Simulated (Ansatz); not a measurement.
An inverse problem

Cell vectors (Å):

```
3.9432 0.0000 0.0000
0.0000 3.9432 0.0000
0.0000 0.0000 3.9932
```

```csv
atom,a,b,c
X,0.0000,0.0000,0.0187
Nb,0.5000,0.5000,0.5075
O,0.5000,0.5000,0.0377
O,0.5000,0.0000,0.5391
O,0.0000,0.5000,0.5391
```

All numbers below come from LDA, PAW on Ansatz 0.2.0's default frozen-core files (fitted under PBE), scalar-relativistic. k mesh 6×6×6, strains of ±0.005, fixed occupations.

Elastic constants of a crystal by Kohn-Sham DFT: slopes of the stress over finite engineering strains of the given cell, Voigt indices, Cartesian axes as in the cell vectors.

| index | elastic (GPa) |
| --- | --- |
| 11 | 419.3 |
| 12 | 86.9 |
| 13 | 98.3 |
| 33 | 240.7 |
| 44 | 67.2 |
| 66 | 95.6 |

Problem. All X atoms are one element. Which one was computed?

Solution. K; the crystal is KNbO₃ (P4mm).

Limits of these numbers: frozen-core PAW files fitted under PBE, their cores solved anew for the functional of the run; constants at zero field, no piezoelectric stiffening; ion relaxation far from harmonic.
